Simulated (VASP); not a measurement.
# MoSe2 (P6_3/mmc) in VASP: further runs

Aim: see how the results for MoSe2 move with the level of theory and the settings. Levels: PBE+D3(BJ), PBE. Tasks: phonons, dielectric tensor, band structure.

Everything below comes from runs of VASP 6.6.1. Logs are shortened: lines on timing, memory, paths and dates and some standing lists are left out, and cuts for length are marked.

## (1) Starting point

The structure is hexagonal, space group P6_3/mmc (No. 194). The conventional cell has a = 3.279 Å, b = 3.279 Å, c = 12.725 Å, α = 90.00°, β = 90.00°, γ = 120.00°. Mo (site symmetry -6m2) is surrounded by 6 Se at 2.53 Å. Around Se (site symmetry 3m) lie 3 Mo at 2.53 Å.

## (2) Phonons, PBE+D3(BJ), target pressure 1.5 GPa, at which the enthalpy is minimised

Contents of POSCAR:

```
MoSe2
1.0
    3.2786626318      0.0000000000      0.0000000000
   -1.6393313159      2.8394051295      0.0000000000
    0.0000000000      0.0000000000     12.7250115803
  Mo              Se
     2     4
Direct
     0.3333333332999970    0.6666666667000030    0.2500000000000000
     0.6666666667000030    0.3333333332999970    0.7500000000000000
     0.3333333332999970    0.6666666667000030    0.6183309793989835
     0.6666666667000030    0.3333333332999970    0.1183309793989835
     0.3333333332999970    0.6666666667000030    0.8816690206010165
     0.6666666667000030    0.3333333332999970    0.3816690206010165
```

Contents of INCAR.step1:

```
SYSTEM = MoSe2
  PREC = Accurate
  ENCUT = 600
  EDIFF = 1E-8
  ISMEAR = 0
  SIGMA = 0.03
  LREAL = .False.
  LASPH = .True.
  NELM = 80
  ALGO = Normal
  ISIF = 3
  LWAVE = .False.
  LCHARG = .False.
  GGA = PE
  IVDW = 12
  PSTRESS = 15.0
  KPAR = 2
  IBRION = 2
  NSW = 40
  EDIFFG = -0.002
```

Contents of INCAR.step2:

```
SYSTEM = MoSe2
  PREC = Accurate
  ENCUT = 600
  EDIFF = 1E-8
  ISMEAR = 0
  SIGMA = 0.03
  LREAL = .False.
  LASPH = .True.
  NELM = 80
  ALGO = Normal
  ISIF = 2
  LWAVE = .False.
  LCHARG = .False.
  GGA = PE
  IVDW = 12
  PSTRESS = 15.0
  KPAR = 2
  IBRION = 6
  NFREE = 2
  POTIM = 0.015
  NSW = 1
```

Contents of KPOINTS:

```
Automatic mesh
0
Gamma
  9 9 2
  0 0 0
```

Potentials or basis: VASP PAW PBE potentials, release 64 (Mo_sv, Se).

On the command line:

```
$ cat potpaw_PBE.64/Mo_sv/POTCAR potpaw_PBE.64/Se/POTCAR > POTCAR
$ cp INCAR.step1 INCAR
$ mpirun -np 2 vasp_std > vasp.out
$ cp CONTCAR POSCAR
$ cp INCAR.step2 INCAR
$ mpirun -np 2 vasp_std > vasp.out
```

OUTCAR:

```text
SYSTEM = MoSe2
   PREC = Accurate
   ENCUT = 600
   EDIFF = 1E-8
   ISMEAR = 0
   LREAL = .False.
   LASPH = .True.
   NELM = 80
   ISIF = 2
   GGA = PE
   IVDW = 12
   PSTRESS = 15.0
   IBRION = 6
   NFREE = 2
   POTIM = 0.015
   NSW = 1
 IVDW          = 12

 ion  position               nearest neighbor table
   1  0.333  0.667  0.250-   4 2.52   6 2.52   4 2.52   6 2.52   4 2.52   6 2.52
   2  0.667  0.333  0.750-   3 2.52   5 2.52   3 2.52   5 2.52   3 2.52   5 2.52
   3  0.333  0.667  0.616-   2 2.52   2 2.52   2 2.52
   4  0.667  0.333  0.116-   1 2.52   1 2.52   1 2.52
   5  0.333  0.667  0.884-   2 2.52   2 2.52   2 2.52
   6  0.667  0.333  0.384-   1 2.52   1 2.52   1 2.52

  LATTYP: Found a hexagonal cell.
 ALAT       =     3.2613018406
 C/A-ratio  =     3.8380575702

  Lattice vectors:

 A1 = (   3.2613018406,   0.0000000000,   0.0000000000)
 A2 = (  -1.6306509203,   2.8243702433,   0.0000000000)
 A3 = (   0.0000000000,   0.0000000000,  12.5170642180)

Analysis of symmetry for initial positions (statically):
=====================================================================
 Subroutine PRICEL returns:
 Original cell was already a primitive cell.

 Routine SETGRP: Setting up the symmetry group for a
 hexagonal supercell.

 Subroutine GETGRP returns: Found 24 space group operations
 (whereof 12 operations were pure point group operations)
 out of a pool of 24 trial point group operations.

The static configuration has the point symmetry D_3d.
 The point group associated with its full space group is D_6h.

Analysis of symmetry for dynamics (positions and initial velocities):
=====================================================================
 Subroutine PRICEL returns:
 Original cell was already a primitive cell.

 Routine SETGRP: Setting up the symmetry group for a
 hexagonal supercell.

 Subroutine GETGRP returns: Found 24 space group operations
 (whereof 12 operations were pure point group operations)
 out of a pool of 24 trial point group operations.

The dynamic configuration has the point symmetry D_3d.
 The point group associated with its full space group is D_6h.

 Subroutine INISYM returns: Found 24 space group operations
 (whereof 12 operations are pure point group operations),
 and found     1 'primitive' translations

----------------------------------------------------------------------------------------

                                     Primitive cell

  volume of cell :     115.2962

  direct lattice vectors                    reciprocal lattice vectors
     3.261301841  0.000000000  0.000000000     0.306626019  0.177030615  0.000000000
    -1.630650920  2.824370243  0.000000000     0.000000000  0.354061229  0.000000000
     0.000000000  0.000000000 12.517064218     0.000000000  0.000000000  0.079890938

  length of vectors
     3.261301841  3.261301841 12.517064218     0.354061229  0.354061229  0.079890938

  position of ions in fractional coordinates (direct lattice)
     0.333333333  0.666666667  0.250000000
     0.666666667  0.333333333  0.750000000
     0.333333333  0.666666667  0.615986971
     0.666666667  0.333333333  0.115986971
     0.333333333  0.666666667  0.884013029
     0.666666667  0.333333333  0.384013029

  ion indices of the primitive-cell ions
   primitive index   ion index
                 1           1
                 2           2
                 3           3
                 4           4
                 5           5
                 6           6

----------------------------------------------------------------------------------------

 KPOINTS: Automatic mesh

Automatic generation of k-mesh.
 Grid dimensions read from file:
 generate k-points for:    9    9    2

 Generating k-lattice:

  Cartesian coordinates                     Fractional coordinates (reciprocal lattice)
     0.034069558  0.019670068  0.000000000     0.111111111  0.000000000  0.000000000
     0.000000000  0.039340137  0.000000000     0.000000000  0.111111111  0.000000000
     0.000000000  0.000000000  0.039945469     0.000000000  0.000000000  0.500000000

  Length of vectors
     0.039340137  0.039340137  0.039945469

  Shift w.r.t. Gamma in fractional coordinates (k-lattice)
     0.000000000  0.000000000  0.000000000

 Subroutine IBZKPT returns following result:
 ===========================================

 Found     24 irreducible k-points:

 Following reciprocal coordinates:
            Coordinates               Weight
  0.000000  0.000000  0.000000      1.000000
  0.111111  0.000000  0.000000      6.000000
  0.222222 -0.000000  0.000000      6.000000
  0.333333  0.000000  0.000000      6.000000
  0.444444 -0.000000  0.000000      6.000000
  0.111111  0.111111  0.000000      6.000000
[... 16 lines left out ...]
  0.333333  0.222222  0.500000     12.000000
  0.333333  0.333333  0.500000      2.000000
   k-points           NKPTS =     24   k-points in BZ     NKDIM =     24   number of bands    NBANDS=     31
   number of dos      NEDOS =    301   number of ions     NIONS =      6
   total plane-waves  NPLWV =  78400
   dimension x,y,z NGX =    28 NGY =   28 NGZ =  100
   dimension x,y,z NGXF=    56 NGYF=   56 NGZF=  200
   ions per type =               2   4
   NGX,Y,Z   is equivalent  to a cutoff of  14.27, 14.27, 13.28 a.u.
   NGXF,Y,Z  is equivalent  to a cutoff of  28.55, 28.55, 26.56 a.u.
 SYSTEM =  MoSe2
   PREC   = accura    normal or accurate (medium, high low for compatibility)
   ISTART =      0    job   : 0-new  1-cont  2-samecut
   ICHARG =      2    charge: 1-file 2-atom 10-const
   ISPIN  =      1    spin polarized calculation?
   LNONCOLLINEAR =      F non collinear calculations
   LSORBIT =      F    spin-orbit coupling
   LASPH  =      T    aspherical Exc in radial PAW
   ENCUT  =  600.0 eV  44.10 Ry    6.64 a.u.   6.51  6.51 25.00*2*pi/ulx,y,z
   NELM   =     80;   NELMIN=  2; NELMDL=  0     # of ELM steps
   EDIFF  = 0.1E-07   stopping-criterion for ELM
   LREAL  =      F    real-space projection
   EDIFFG = 0.1E-06   stopping-criterion for IOM
   NSW    =    109    number of steps for IOM
   IBRION =      6    ionic relax: 0-MD 1-quasi-New 2-CG
   NFREE  =      2    steps in history (QN), initial steepest desc. (CG)
   ISIF   =      2    stress and relaxation
   ISYM   =      2    0-nonsym 1-usesym 2-fastsym
   POTIM  = 0.0150    time-step for ionic-motion
   TEBEG  =    0.0;   TEEND  =   0.0 temperature during run
   PSTRESS=   15.0 pullay stress
   NELECT =      52.0000    total number of electrons
   NUPDOWN=      -1.0000    fix difference up-down
   EMIN   =  10.00;   EMAX   =-10.00  energy-range for DOS
   EFERMI =   0.00;   METHOD = LEGACY
   ISMEAR =     0;   SIGMA  =   0.03  broadening in eV -4-tet -1-fermi 0-gaus
   EFERMI_NEDOS =   21; number of points for ismear=-14 and -15
   IALGO  =     38    algorithm
   IMIX   =      4    mixing-type and parameters
     AMIX     =   0.40;   BMIX     =  1.00
     AMIX_MAG =   1.60;   BMIX_MAG =  1.00
  volume/ion in A,a.u.               =      19.22       129.68
  Fermi-wavevector in a.u.,A,eV,Ry     =   1.255464  2.372483 21.445363  1.576190
  Thomas-Fermi vector in A             =   2.389219
   LORBIT       =      0    0 simple, 1 ext, 2 COOP (PROOUT), +10 PAW based schemes
   GGA     = PE    functional components
   LHFCALC =     F    Hartree Fock is set to
   AEXX    =    0.0000 exact exchange contribution
   IVDW    =    12    specifies the selected vdW correction
   LEPSILON=     F    determine dielectric tensor
   LRPA    =     F    only Hartree local field effects (RPA)
 finite differences with symmetry
 non-spin polarized calculation
 Gauss-broadening in eV      SIGMA  =   0.03
  energy-cutoff  :      600.00
  volume of cell :      115.30
 maximum number of plane-waves:      3926
 NGX is ok and might be reduce to    28
   NGX = 13   NGY = 13   NGZ = 49

--------------------------------------- Ionic step        1  -------------------------------------------

 number of electron      52.0000002 magnetization

 Free energy of the ion-electron system (eV)
  ---------------------------------------------------
  ext. energy  EPLUGINS =         0.00000000
  ---------------------------------------------------
  free energy    TOTEN  =       -39.71442192 eV

  energy without entropy =      -39.71442192  energy(sigma->0) =      -39.71442192

------------------------ aborting loop because EDIFF is reached ----------------------------------------

 Edisp (eV)   -2.95453

 E8    (eV) :    -1.2742

  FORCE on cell =-STRESS in cart. coord.  units (eV):
  Direction    XX          YY          ZZ          XY          YZ          ZX
  --------------------------------------------------------------------------------------
  -------------------------------------------------------------------------------------
  Total       1.08941     1.08941     1.07955     0.00000     0.00000     0.00000
  in kB      15.13867    15.13867    15.00168     0.00000     0.00000     0.00000
  external pressure =        0.09 kB  Pullay stress =       15.00 kB
[... 349 lines left out ...]
  enthalpy is  TOTEN    =       -41.5877527645 eV   P V=        1.0794332208

--------------------------------------- Ionic step        9  -------------------------------------------

 number of electron      52.0000002 magnetization

 Free energy of the ion-electron system (eV)
  ---------------------------------------------------
  ext. energy  EPLUGINS =         0.00000000
  ---------------------------------------------------
  free energy    TOTEN  =       -39.71262474 eV

  energy without entropy =      -39.71262474  energy(sigma->0) =      -39.71262474

 E-fermi :   7.3495     XC(G=0): -11.0001

 val. band max:        7.0931762472   @ k =   0.0000   0.0000   0.0000
 cond. band min:       7.8468687013   @ k =   0.2222   0.1111   0.0000
 fundamental gap:      0.7536924542
 Fermi energy:         7.3494664786

 k-point     1 :       0.0000    0.0000    0.0000
  band No.  band energies     occupation
      1     -54.1422      2.00000
      2     -54.1374      2.00000
      3     -28.3240      2.00000
      4     -28.3171      2.00000
      5     -28.1105      2.00000
      6     -28.1105      2.00000
[... 842 lines left out ...]
  FREE ENERGIE OF THE ION-ELECTRON SYSTEM (eV)
  ---------------------------------------------------
  free  energy   TOTEN  =       -42.6671866192 eV

  energy  without entropy=      -42.6671866192  energy(sigma->0) =      -42.66718662

  enthalpy is  TOTEN    =       -41.5877533985 eV   P V=        1.0794332208

 INTERNAL STRAIN TENSORS FROM DISPLACED ATOMS
 ============================================

 INTERNAL STRAIN TENSOR FOR ION    1 for displacements in x,y,z  (eV/Angst):
          X           Y           Z          XY          YZ          ZX
  --------------------------------------------------------------------------------
  x     0.00000     0.00000     0.00000    -6.97271     0.00000     0.00000
  y    -6.97271     6.97271     0.00000     0.00000     0.00000     0.00000
  z    -0.00000     0.00000     0.00000     0.00000     0.00000     0.00000

 INTERNAL STRAIN TENSOR FOR ION    6 for displacements in x,y,z  (eV/Angst):
          X           Y           Z          XY          YZ          ZX
  --------------------------------------------------------------------------------
  x     0.00000     0.00000     0.00000     3.69505     0.00000   -12.67707
  y     3.69505    -3.69505    -0.00000     0.00000   -12.67708    -0.00000
  z    -9.63555    -9.63555   -25.29978     0.00000     0.00000     0.00000

 Eigenvectors and eigenvalues of the dynamical matrix
 ----------------------------------------------------

   1 f  =   10.591345 THz    66.547384 2PiTHz  353.289246 cm-1    43.802264 meV
             X         Y         Z           dx          dy          dz
     -0.000000  1.882913  3.129266    -0.000000   -0.000000   -0.553317
      1.630651  0.941457  9.387798     0.000000    0.000000    0.553317
     -0.000000  1.882913  7.710348    -0.000000   -0.000000   -0.311320
      1.630651  0.941457  1.451816     0.000000    0.000000    0.311320
     -0.000000  1.882913 11.065248    -0.000000   -0.000000   -0.311320
      1.630651  0.941457  4.806716     0.000000    0.000000    0.311320

   2 f  =   10.453327 THz    65.680189 2PiTHz  348.685449 cm-1    43.231466 meV
             X         Y         Z           dx          dy          dz
     -0.000000  1.882913  3.129266     0.000000    0.000000    0.557748
      1.630651  0.941457  9.387798     0.000000    0.000000    0.557748
     -0.000000  1.882913  7.710348    -0.000000   -0.000000   -0.307342
      1.630651  0.941457  1.451816    -0.000000   -0.000000   -0.307342
     -0.000000  1.882913 11.065248    -0.000000   -0.000000   -0.307342
      1.630651  0.941457  4.806716    -0.000000   -0.000000   -0.307342
[... 136 lines left out ...]
  18 f/i=    0.000966 THz     0.006067 2PiTHz    0.032206 cm-1     0.003993 meV
             X         Y         Z           dx          dy          dz
     -0.000000  1.882913  3.129266    -0.000000   -0.000000    0.434647
      1.630651  0.941457  9.387798    -0.000000   -0.000000    0.434647
     -0.000000  1.882913  7.710348    -0.000000   -0.000000    0.394387
      1.630651  0.941457  1.451816    -0.000000   -0.000000    0.394387
     -0.000000  1.882913 11.065248    -0.000000   -0.000000    0.394387
      1.630651  0.941457  4.806716    -0.000000   -0.000000    0.394387

 ELASTIC MODULI CONTR FROM IONIC RELAXATION (kBar)
 Direction    XX          YY          ZZ          XY          YZ          ZX
 --------------------------------------------------------------------------------
 XX        -372.5570   -203.6767   -756.5003     -0.0000      0.0000      0.0000
 YY        -203.6767   -372.5570   -756.5003     -0.0000     -0.0000      0.0000
 ZZ        -756.5003   -756.5003  -1986.3211     -0.0000     -0.0000      0.0000
 XY          -0.0000     -0.0000     -0.0000    -84.4401      0.0000      0.0000
 YZ          -0.0000      0.0000     -0.0000      0.0000  -1072.0024     -0.0000
 ZX           0.0000      0.0000      0.0000     -0.0000     -0.0000  -1072.0006
 --------------------------------------------------------------------------------
```

Run time: 9.4 min. Hardware: 2 MPI ranks of Intel Xeon 6975P-C (Granite Rapids), shared host; peak memory 0.66 GiB.

What came out:

| Property | Result |
| --- | --- |
| Relaxed volume | 19.22 Å³/atom |
| Relaxed cell | a = 3.261 Å, b = 3.261 Å, c = 12.517 Å, α = 90.00°, β = 90.00°, γ = 120.00° |
| Space group after relaxing (to 0.05 Å) | P6_3/mmc (No. 194) |
| Highest phonon frequency at Γ, LO-TO splitting left out | 353 cm⁻¹ |
| Dispersion energy per atom | -0.492 eV |

Step by step:
```
step  energy change (eV)  largest force (eV/Å)  pressure (GPa)  volume (Å³)
   1              0.0000                0.0001            0.01       118.46
   2              0.0358                0.4105            3.77       115.33
   3              0.0060                0.1650            1.50       117.16
   4              0.0073                0.0887            1.50       116.65
   5              0.0102                0.0306            1.50       116.25
   6              0.0106                0.0182            1.49       115.91
   7              0.0141                0.0047            1.48       115.33
   8              0.0143                0.0055            1.48       115.31
   9              0.0147                0.0108            1.58       115.27
  10              0.0144                0.0001            1.52       115.29
  11              0.0144                0.0008            1.51       115.30
```

Final structure:
```
Mo Se
1.0
     3.26130    0.00000    0.00000
    -1.63065    2.82437    0.00000
     0.00000    0.00000   12.51706
Mo Se
2 4
Direct
  0.33333 0.66667 0.25000
  0.66667 0.33333 0.75000
  0.33333 0.66667 0.61599
  0.66667 0.33333 0.11599
  0.33333 0.66667 0.88401
  0.66667 0.33333 0.38401
```

Phonon frequencies in cm⁻¹ (negative: imaginary):
```csv
q point,frequencies
"(0.000, 0.000, 0.000)",0 0 0 35 35 62 166 166 169 169 240 248 284 284 284 284 349 353
```

[end of part 1 of 2]
